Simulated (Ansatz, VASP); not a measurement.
# One calculation of GaN, two programs

```
CELL_PARAMETERS angstrom
3.21865 0.00000 0.00000
0.00000 5.24349 0.00000
0.00000 0.00000 17.71658
ATOMIC_POSITIONS crystal
Ga 0.00000 0.00087 0.39511
Ga 0.50000 0.50087 0.44756
Ga 0.50000 0.99186 0.56039
Ga 0.00000 0.46232 0.59148
N 0.00000 0.62413 0.39511
N 0.50000 0.12413 0.44756
N 0.50000 0.62145 0.55960
N 0.00000 0.11552 0.60345
```

Alike in both runs: functional PBE; k mesh 8 × 5 × 1; occupations gaussian, width 0.05 eV; no spin polarisation.

Ansatz relaxed the structure, and its values are those at the end. VASP's run is a single point on that final structure, the one shown.

```csv
,VASP,Ansatz
version,VASP 6.6.1,Ansatz 0.2.0
potentials or method,"VASP PAW PBE potentials, release 64 (Ga_d, N)","scalar-relativistic, plane waves, PAW"
plane-wave cutoff (eV),520,420
valence electrons in the cell,72,72
```

|  | VASP | Ansatz | Ansatz less VASP |
| --- | --- | --- | --- |
| gap on the k mesh at the Fermi level (eV) | 0.77 | 0.78 | +0.010 |
| least direct gap on the mesh (eV) | 0.77 | 0.78 | +0.010 |
| rms of the force components (eV/Å) | 0.698 | 0.698 | +0.0002 |
